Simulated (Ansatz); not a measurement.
Wanted: the native input for an Ansatz 0.2.0 run.

```yaml
Task: relaxation of cell and atoms
Functional: PBEsol
Potentials_or_basis: Ansatz PAW
Cutoff: "420 eV (not typed: the program's choice for these potentials)"
k_mesh: 13 × 13 × 13
Occupations: fermi-dirac, width 0.05 eV
Spin: no spin polarisation
Target_pressure: 20 GPa
Target_pressure_GPa: 20
```

Ga:

```
CELL_PARAMETERS angstrom
-1.38440 1.38440 2.31122
1.38440 -1.38440 2.31122
1.38440 1.38440 -2.31122
ATOMIC_POSITIONS crystal
Ga 0.00000 0.00000 0.00000
```

This isn't the form of Ga at room conditions, which is orthorhombic.

The input as run:

input.yaml

```yaml
crystal:
  lattice:
    - [-1.3843987196, 1.3843987196, 2.3112238365]
    - [1.3843987196, -1.3843987196, 2.3112238365]
    - [1.3843987196, 1.3843987196, -2.3112238365]
  atoms:
    - { symbol: Ga, position: [0.0, 0.0, 0.0] }
hamiltonian:
  xc: pbesol
  pseudopotentials: { kind: paw }
kpoints:
  mp_grid: { grid: [13, 13, 13] }
scf:
  occupations: { method: fermi_dirac, width: 0.05 }
output:
  forces: true
  stress: true
  eigenvalues: true
relax:
  f_tol: 0.01
  max_steps: 40
  cell: { stress_tol: 0.05, p_target: 20.0 }
```

Potentials or basis: Ansatz PAW.

The run is started by

```console
$ ansatz run input.yaml --threads 2 --pin off --max-ram 5632MiB --backend cpu --events-out ev --progress --plain --runs-dir out
```

It gave:

The relaxed volume is 14.39 Å³/atom and the relaxed cell is a = 2.800 Å, b = 2.800 Å, c = 2.800 Å, α = 124.29°, β = 124.29°, γ = 82.72°. The space group after relaxing (to 0.05 Å) is I4/mmm (No. 139). The energy change on relaxing (the enthalpy is what falls) is +163.1 meV/atom, the ionic steps are 7 and the pressure after relaxing is 20.0 GPa. The band gap on the k mesh is none (metal or under the smearing width).

Caveat: the volume moved by over 15 % at a fixed basis, so the end points are rough; the plane-wave basis is chosen anew once the cell has moved, so the energies of steps on either side of that aren't comparable; the PAW data sets come from PBE, with cores solved anew for the run's functional, which leaves a small shift of forces and pressure.

It took 21 s on 2 threads of Intel(R) Xeon(R) Processor @ 2.50GHz (Skylake/Cascade Lake), with other jobs on the host, peak memory 0.36 GiB.
